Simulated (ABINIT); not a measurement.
CuO:

```xyz
4
Lattice="3.1755 0.0000 0.0000 0.0000 3.1755 0.0000 0.0000 0.0000 4.6495" Properties=species:S:1:pos:R:3 pbc="T T T"
Cu    0.0000    0.0000    0.0000
Cu    1.5877    1.5877    0.0000
O     1.5877    0.0000    1.2414
O     0.0000    1.5877    3.4081
```

The cell was built by a generator and needn't be a form met in nature.

| Property | Result |
| --- | --- |
| Program | ABINIT 10.8.3 (patched build) |
| Task | single point |
| Functional | PBE |
| Potentials or basis | JTH PAW PBE v2.0 |
| Cutoff | 707 eV |
| k mesh | 8 × 8 × 6 |
| Occupations | fermi-dirac, width 0.05 eV |
| Spin | no spin polarisation |

On this cell: pressure 16.8 GPa; largest force 0.864 eV/Å; band gap on the k mesh none (metal or under the smearing width).

The same run follows on a disturbed copy (atoms moved at random, drawn with an rms of 0.05 Å):

```
Cu O
1.0
     3.17550    0.00000    0.00000
     0.00000    3.17550    0.00000
     0.00000    0.00000    4.64953
Cu O
2 2
Cartesian
  -0.0062 0.0030 -0.0212
  1.5866 1.6110 0.0083
  1.6052 -0.0124 1.2444
  -0.0069 1.5888 3.3708
```

Task: What does the disturbed cell give?

Result: The energy (extrapolated to zero smearing) moves by +10.9 meV/atom; pressure 15.2 GPa; largest force 1.163 eV/Å; band gap on the k mesh none (metal or under the smearing width).

Forces on the atoms (eV/Å):
```
Cu   0.110  0.194 -0.250
Cu  -0.053 -0.341  0.079
O   -0.067  0.117 -0.992
O    0.009  0.030  1.163
```

Stress tensor (GPa, compression positive):
```
 28.12   0.03  -0.26
  0.03  27.83   0.33
 -0.26   0.33 -10.27
```

Caveats: the run has no spin polarisation, though such a crystal can be magnetic; semilocal functionals often make such compounds metallic where correlation or magnetic order opens a gap, which also shifts bond lengths; so large a pressure means that the cell lies far from this level's equilibrium, or that cutoff or potentials fall short (some runs).
